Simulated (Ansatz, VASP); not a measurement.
Mg: VASP beside Ansatz

INCAR

```
SYSTEM = Mg
PREC = Accurate ; ENCUT = 520
EDIFF = 1E-6 ; ISMEAR = -1
SIGMA = 0.1 ; LREAL = .FALSE.
LASPH = .TRUE. ; NELM = 100
ALGO = Normal ; ISIF = 2
LWAVE = .FALSE. ; LCHARG = .FALSE.
GGA = B5 ; ALDAX = 1.0
AGGAX = 1.0 ; AGGAC = 1.0
ALDAC = 0.0 ; NBANDS = 9
```

KPOINTS

```
Automatic mesh
0
G
  18 18 10
  0 0 0
```

The input POSCAR:

```
Mg
1.0
    3.0820847411      0.0000000000      0.0000000000
   -1.5410423705      2.6691636824      0.0000000000
    0.0000000000      0.0000000000      5.0109152358
Mg
2
Direct
    0.3333333333      0.6666666667      0.2500000000
    0.6666666667      0.3333333333      0.7500000000
```

Input for Ansatz:

```yaml
crystal:
  lattice:
    - [3.0820847364, 0.0, 0.0]
    - [-1.5410423682, 2.6691636784, 0.0]
    - [0.0, 0.0, 5.0109152247]
  atoms:
    - { symbol: Mg, position: [0.3333333333, 0.6666666667, 0.25] }
    - { symbol: Mg, position: [0.6666666667, 0.3333333333, 0.75] }
hamiltonian:
  xc: blyp
  pseudopotentials:
    kind: paw
    azcp:
      Mg: "pseudopotentials/Mg.paw.azcp"
basis:
  ecutwfc: 420
  fft_grid_basis: typed
kpoints:
  mp_grid: { grid: [18, 18, 10], shift: [0, 0, 0] }
magnetization:
  spin_polarized: false
scf:
  occupations: { method: fermi_dirac, width: 0.1 }
output:
  stress: true
```

Alike in both runs: task single point; functional BLYP; k mesh 18 × 18 × 10; occupations fermi-dirac, width 0.1 eV; no spin polarisation.

```csv
,VASP,Ansatz
version,VASP 6.6.1,Ansatz 0.2.0
potentials or method,"VASP PAW PBE potentials, release 64 (Mg)","plane waves (420 eV) with PAW, scalar-relativistic"
plane-wave cutoff (eV),520,420
valence electrons in the cell,4,20
```

```tsv
	VASP	Ansatz	Ansatz less VASP
pressure (GPa)	5.4	5.4	+0.02
largest component of the traceless stress (GPa)	0.16	0.16	-0.004
```

The two sets of potentials don't hold the same shells in valence.

Caveats: the PAW data sets were made with another functional, which shifts forces and pressure a little (VASP).
